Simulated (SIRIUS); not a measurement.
**MgS (Niningerite) under changes of volume**

One of the cells (17.962 Å³/atom); the others are scaled copies at fixed shape and fractional positions:

```
CELL_PARAMETERS angstrom
0.00000 2.61888 2.61888
2.61888 0.00000 2.61888
2.61888 2.61888 0.00000
ATOMIC_POSITIONS crystal
S 0.50000 0.50000 0.50000
Mg 0.00000 0.00000 0.00000
```

* Program: SIRIUS 7.12.0
* Functional: PBE
* Potentials or basis: PseudoDojo 0.4.1 PBE standard (scalar relativistic)
* Cutoff: 1152 eV
* Density cutoff: 4606 eV
* k mesh: 9 × 9 × 9
* Occupations: fermi-dirac, width 0.05 eV
* Spin: no spin polarisation

```csv
volume (Å³/atom),energy over the lowest point (meV/atom),pressure (GPa),gap on the mesh (eV)
16.553,26.45,6.7,3.05
16.905,13.87,4.7,3.00
17.257,5.54,2.9,2.96
17.962,0.00,-0.3,2.87
18.314,?,?,?
18.666,7.05,-2.9,2.78
```

Q: What does the run at 18.314 Å³/atom give?

A: Energy over the lowest point 2.10 meV/atom; pressure -1.6 GPa; gap on the mesh 2.83 eV.

Worked out: A Birch-Murnaghan fit of order 3 (a polynomial in V^(-2/3)) to the other rows has its minimum at 17.90 Å³/atom with B0 = V·E''(V) = 74 GPa and B' = 4.1. It gives 2.11 meV/atom at 18.314 Å³/atom, against the run's 2.10, and -dE/dV = -1.6 GPa, against -1.6. A straight line through the other rows of the gap, of slope -2.23 eV per unit of ln V, gives 2.82 eV, against the run's 2.83.

Energies are extrapolated to zero smearing.

Caveats: an odd mesh through Γ misses points on the zone boundary, where band edges often lie.
